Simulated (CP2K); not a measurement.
Runs of CP2K 2026.2 on BaTiO3. The typed cell holds 10 atoms: a = 4.000 Å, b = 4.018 Å, c = 8.000 Å, α = 90.00°, β = 90.00°, γ = 90.00°. 

| level | U | PLUS_U_METHOD | gap on the mesh (eV) | largest force (eV/Å) |
| --- | --- | --- | --- | --- |
| LDA+U | Ti d U = 4.0 eV | MULLIKEN | 2.33 | 7.24 |
| LDA+U | Ti d U = 8.0 eV | MULLIKEN | (b) | (a) |
| LDA | - | - | 1.90 | 6.68 |
| LDA+U | Ti d U = 6.0 eV | MULLIKEN | 2.52 | 7.52 |
| LDA+U | Ti d U = 2.0 eV | MULLIKEN | (c) | 6.97 |

Alike in all rows: task single point; potentials or basis GTH_POTENTIALS Ba GTH-PADE-q10, Ti GTH-PADE-q12, O GTH-PADE-q6; DZVP-MOLOPT-SR-GTH basis; no spin polarisation; cell as given; k mesh 5 × 5 × 3; smearing fermi-dirac 0.05 eV.

Question: Estimate the missing entries.

Answer: (a) 7.80; (b) 2.72; (c) 2.14.

Caveats: spin-orbit coupling is left out, which moves the levels of the heavy elements; an odd mesh through Γ misses points on the zone boundary, where band edges often lie; the basis of atomic orbitals isn't converged, which shifts pressures, moduli and gaps; forces of over 1 eV/Å show positions far from the minimum, so gaps and moduli don't describe the material at rest; this program's U acts on Mulliken populations of all basis functions of the shell, so it isn't the U of plane-wave codes (some runs); energies scatter by some meV and the pressure isn't listed (some runs).

A k mesh can miss the band edges, and the runs leave out spin-orbit coupling on Ba.
